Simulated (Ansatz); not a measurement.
Sn: relaxation of cell and atoms with BLYP

The system is Sn.

```
Sn
1.0
    -1.72654    1.77555    2.33834
     1.72654   -1.77555    2.33834
     1.72654    1.77555   -2.33834
Sn
1
Direct
  0.00000 0.00000 0.00000
```

This isn't the form of Sn at room conditions, which is tetragonal (white tin).

| Quantity | Value |
| --- | --- |
| Program | Ansatz 0.2.0 |
| Task | relaxation of cell and atoms |
| Functional | BLYP |
| Potentials or basis | Ansatz PAW |
| Cutoff | 420 eV (not typed: the program's choice for these potentials) |
| k mesh | 11 × 11 × 11 |
| Occupations | fermi-dirac, width 0.05 eV |
| Spin | no spin polarisation |

```json
{
 "Relaxed volume": "30.86 Å³/atom",
 "Relaxed cell": "a = 3.520 Å, b = 3.520 Å, c = 3.520 Å, α = 119.95°, β = 119.96°, γ = 90.08°",
 "Space group after relaxing (to 0.05 Å)": "Fm-3m (No. 225)",
 "Energy gained by relaxing": "24.4 meV/atom",
 "Ionic steps": "7",
 "Pressure after relaxing": "0.0 GPa",
 "Band gap on the k mesh": "none (metal or under the smearing width)"
}
```

Step by step:
```csv
step,energy change (eV),largest force (eV/Å),volume (Å³)
1,0.0000,0.0000,28.67
2,-0.0218,0.0000,30.72
3,-0.0228,0.0000,30.86
4,-0.0240,0.0000,30.83
5,-0.0241,0.0000,30.87
6,-0.0241,0.0000,30.86
7,-0.0244,0.0000,30.86
```

Final structure:
```
Sn
1.0
    -1.76130    1.76115    2.48741
     1.76130   -1.76115    2.48741
     1.76130    1.76115   -2.48741
Sn
1
Direct
  0.00000 0.00000 0.00000
```

Levels at points of the mesh, in eV from the Fermi level:
```csv
k point,band 3,band 4,band 5,band 6,band 7,band 8,band 9,band 10,band 11
"(0.00, 0.00, 0.00)",-21.57,-21.52,-21.52,-10.34,6.42,6.42,6.43,10.75,11.16
```

Wall time 17 s on 2 threads of Arm Neoverse V1, on a shared host, peak memory 0.37 GiB.

Caveat: the plane-wave basis is chosen anew once the cell has moved, so the energies of steps on either side of that aren't comparable; the PAW data sets come from PBE, with cores solved anew for the run's functional, which leaves a small shift of forces and pressure.
